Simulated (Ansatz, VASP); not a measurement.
# Two plane-wave programs on MgO

```
CELL_PARAMETERS angstrom
0.00000 2.10217 2.10217
2.15472 0.00000 2.10217
2.15472 2.10217 0.00000
ATOMIC_POSITIONS crystal
Mg 0.00000 0.00000 0.00000
O 0.50000 0.50000 0.50000
```

Change from the starting cell: uniaxial_x strain +2.5%.

Alike in both runs: task single point; functional r2SCAN; k mesh 10 × 10 × 10; no spin polarisation.

|  | VASP | Ansatz |
| --- | --- | --- |
| version | VASP 6.6.1 | Ansatz 0.2.0 |
| potentials or method | VASP PAW PBE potentials, release 64 (Mg, O) | plane waves, PAW |
| plane-wave cutoff (eV) | 520 | 500 |
| occupations | gaussian, width 0.01 eV | fixed |
| valence electrons in the cell | 8 | 16 |

Ansatz gave:

- gap on the k mesh at the Fermi level (eV): 5.40
- pressure (GPa): -3.7
- largest component of the traceless stress (GPa): 2.94

Which values does VASP return?

gap on the k mesh at the Fermi level (eV): 5.37; pressure (GPa): -4.8; largest component of the traceless stress (GPa): 2.92.

The two sets of potentials don't hold the same shells in valence.

Caveats: the PAW data sets were made with another functional, which shifts forces and pressure a little (VASP).
